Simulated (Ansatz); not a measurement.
# GaN: the crystal squeezed far

One table from this session's results is given with a row withheld; the runs are named, their logs left out.

Method: DFT, r2SCAN, PAW with Ansatz's default frozen-core files, scalar-relativistic, in Ansatz 0.2.0.

1 further run of the same task is left out (it didn't finish).

## The structure to begin with

Symmetry: Fm-3m, No. 225, cubic system. The conventional cell has a = 4.309 Å, b = 4.309 Å, c = 4.309 Å, α = 90.00°, β = 90.00°, γ = 90.00°. Ga (site symmetry m-3m) is surrounded by 6 N at 2.15 Å. N (site symmetry m-3m) has 6 Ga at 2.15 Å as nearest neighbours.

Structure file:

```cif
data_structure
_symmetry_space_group_name_H-M 'P 1'
_symmetry_Int_Tables_number 1
_cell_length_a 3.0468
_cell_length_b 3.0468
_cell_length_c 3.0468
_cell_angle_alpha 60.000
_cell_angle_beta 60.000
_cell_angle_gamma 60.000
_cell_volume 20.00
loop_
_atom_site_label
_atom_site_type_symbol
_atom_site_fract_x
_atom_site_fract_y
_atom_site_fract_z
_atom_site_occupancy
Ga1 Ga 0.00000 0.00000 0.00000 1
N1 N 0.50000 0.50000 0.50000 1
```

Whether this phase is the stable one at these pressures isn't tested.

Atoms are numbered in the order of the input: Ga1, N2.

The first run:

The input, input.yaml:

```yaml
crystal:
  lattice:
    - [0.0, 2.15443469, 2.15443469]
    - [2.15443469, 0.0, 2.15443469]
    - [2.15443469, 2.15443469, 0.0]
  atoms:
    - { symbol: Ga, position: [0.0, 0.0, 0.0] }
    - { symbol: "N", position: [0.5, 0.5, 0.5] }
kpoints:
  mp_grid: { grid: [15, 15, 15] }
scf:
  occupations: { method: fermi_dirac, width: 0.1 }
hamiltonian:
  xc: r2scan
  pseudopotentials: { kind: paw }
output:
  forces: true
  stress: true
relax:
  f_tol: 0.005
  max_steps: 40
  cell: {}
```

Started as:

```
> ansatz run input.yaml --threads 1 --pin off --max-ram 2048MiB --backend cpu --events-out ev --progress --plain --runs-dir out
```

Steps of the session up to this table: Cell relaxed at zero pressure, PAW; Volume scaled by 1, PAW; Volume scaled by 0.94, PAW; Volume scaled by 0.88, PAW; Volume scaled by 0.8, PAW; Volume scaled by 0.72, PAW; Volume scaled by 0.64, PAW; Volume scaled by 0.64, PAW (cutoff 600 eV); Volume scaled by 0.55, PAW; Volume scaled by 0.55, PAW (partial_waves polarizable).

One table of the session follows, with a row left open; its other results are not shown here.

```
                         method  volume over the first  volume (Å³/atom)  pressure (GPa)  gap on the k mesh (eV)
                            PAW                      1                 ?               ?                       ?
                            PAW                   0.94             8.813           17.28                    1.69
                            PAW                   0.88             8.250           41.43                    2.18
                            PAW                    0.8             7.500           89.26                    2.93
                            PAW                   0.72             6.750          165.14                    3.80
                            PAW                   0.64             6.000          288.43                    4.85
                            PAW                   0.55             5.156          530.91                    6.33
            PAW (cutoff 600 eV)                   0.64             6.000          288.31                    4.85
PAW (partial_waves polarizable)                   0.55             5.156          530.91                    6.33
```

Q: Estimate the row for PAW, 1 from the others.

As computed: volume (Å³/atom): 9.375; pressure (GPa): -0.04; gap on the k mesh (eV): 1.26. In the column «volume (Å³/atom)» it is the highest.
